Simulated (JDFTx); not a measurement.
Crystal: CaO.

```xyz
2
Lattice="0.0000 2.4036 2.4036 2.4036 0.0000 2.4036 2.4036 2.4036 0.0000" Properties=species:S:1:pos:R:3 pbc="T T T"
Ca    0.0000    0.0000    0.0000
O     2.4036    2.4036    2.4036
```

The cell is a database's computed one.

Program: JDFTx 1.7.0 (patched build). Alike in all runs: task single point; no spin polarisation; cell as given.

Question: Order these runs on this cell by their band gap on the k mesh, lowest first.
A. level GLLB-SC; potentials or basis PseudoDojo-SR-PBE-0.5-standard; k mesh 10 × 10 × 10; cutoff (eV) 1143; smearing fixed; SCF threshold on the energy 1e-09 Ha; further solve for the empty bands yes; SCF threshold on the residual 1e-05; mesh quality not flagged
B. level HSE06; potentials or basis PseudoDojo-SR-PBE-0.5-standard with smoothed tails; k mesh 3 × 3 × 3; cutoff (eV) 1143; smearing fermi-dirac 0.05 eV; SCF threshold on the energy 1e-07 Ha; further solve for the empty bands yes; local potential set to -Z/r beyond 6 bohr; pseudo rcut 6; mesh quality coarse
C. level r2SCANh; potentials or basis SG15-PBE-1.2; k mesh 3 × 3 × 3; cutoff (eV) 816; smearing fermi-dirac 0.05 eV; SCF threshold on the energy 1e-07 Ha; further solve for the empty bands yes; mesh quality coarse
D. level r2SCAN; potentials or basis SG15-PBE-1.2; k mesh 10 × 10 × 10; cutoff (eV) 1088; smearing fermi-dirac 0.05 eV; SCF threshold on the energy 1e-09 Ha; further solve for the empty bands yes; mesh quality not flagged
E. level PBEsol; potentials or basis PseudoDojo-SR-PBEsol-0.4.1-standard; k mesh 4 × 4 × 4; cutoff (eV) 1143; smearing fermi-dirac 0.05 eV; SCF threshold on the energy 1e-09 Ha; further solve for the empty bands no; mesh quality coarse

Answer: E (3.55 eV), D (4.27 eV), A (5.36 eV), C (5.65 eV), B (5.82 eV).

Caveats: some runs use coarse meshes; an odd mesh through Γ misses points on the zone boundary, where band edges often lie (some runs); this program's HSE differs a little from the usual definition (some runs); the hybrid runs on potentials with a model core (some runs); the gap lacks the derivative discontinuity (some runs); a model potential gives levels but no total energy (some runs).

Not every run made on this cell is shown here.
